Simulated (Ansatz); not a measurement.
Set up this calculation in Ansatz 0.2.0, as the native input.

```
Task                : single point
Functional          : PBE0
Potentials or basis : Ansatz PAW
Cutoff              : 420 eV (not typed: the program's choice for these potentials)
k mesh              : 6 × 6 × 4
Occupations         : fermi-dirac, width 0.05 eV
Spin                : no spin polarisation
```

CuO (Tenorite):

```
Cu O
1.0
     2.34465   -1.71340    0.00000
     2.34465    1.71340    0.00000
    -0.86055    0.00000    5.05944
Cu O
2 2
Direct
  0.49680 0.00320 0.50000
  0.00320 0.49680 0.00000
  0.40560 0.57140 0.75370
  0.57140 0.40560 0.25370
```

These files were run (other wordings do the same):

input

```
crystal:
  lattice:
    - [2.34465, -1.7134, 0.0]
    - [2.34465, 1.7134, 0.0]
    - [-0.8605543552, 0.0, 5.0594363927]
  atoms:
    - { symbol: Cu, position: [0.4968, 0.0032, 0.5] }
    - { symbol: Cu, position: [0.0032, 0.4968, 0.0] }
    - { symbol: O, position: [0.4056, 0.5714, 0.7537] }
    - { symbol: O, position: [0.5714, 0.4056, 0.2537] }
hamiltonian:
  xc: pbe0
  pseudopotentials: { kind: paw }
kpoints:
  mp_grid: { grid: [6, 6, 4] }
scf:
  occupations: { method: fermi_dirac, width: 0.05 }
output:
  forces: true
  stress: true
  eigenvalues: true
```

Results of the run:

- Pressure: -0.2 GPa
- Largest force: 0.667 eV/Å
- Band gap on the k mesh: none (metal or under the smearing width)

Caveat: the k mesh is coarse (spacing up to 0.38 Å⁻¹), so the values aren't converged, least of all with exact exchange; the pressure holds a Pulay correction of +0.7 GPa for the finite cutoff; the run has no spin polarisation, though such a crystal can be magnetic; the PAW data sets come from PBE, with cores solved anew for the run's functional, which leaves a small shift of forces and pressure; the thresholds are loose for stress.

Wall time 22 s on 1 × NVIDIA H100 80GB HBM3 with 2 threads of AMD EPYC 7R13 Processor (Zen 3), with other jobs on the host, peak memory 2.5 GiB.
